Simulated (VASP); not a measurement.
Crystal: HfC.

```
Hf C
1.0
     0.00000    2.32500    2.32500
     2.32500    0.00000    2.32500
     2.32500    2.32500    0.00000
Hf C
1 1
Direct
  0.50000 0.50000 0.50000
  0.00000 0.00000 0.00000
```

Base run:

```yaml
Program: VASP 6.6.1
Functional: SCAN
Potentials_or_basis: VASP PAW PBE potentials, release 64 (Hf_pv, C)
Cutoff: 520 eV
k_mesh: 7 × 7 × 7
Occupations: fermi-dirac, width 0.05 eV
Spin: spin-orbit coupling, no magnetisation
```

Its results: pressure -6.0 GPa.

Question: The run is repeated on the same cell with these changes: functional from SCAN to PBE; further incar settings from ALGO = Normal; EDIFF = 1e-06 to ALGO = Fast; EDIFF = 1e-06. What comes out?

Answer: Pressure -0.6 GPa.

Caveats: the PAW data sets were made with another functional, which shifts forces and pressure a little (some runs).

Not every run made on this cell is shown here.
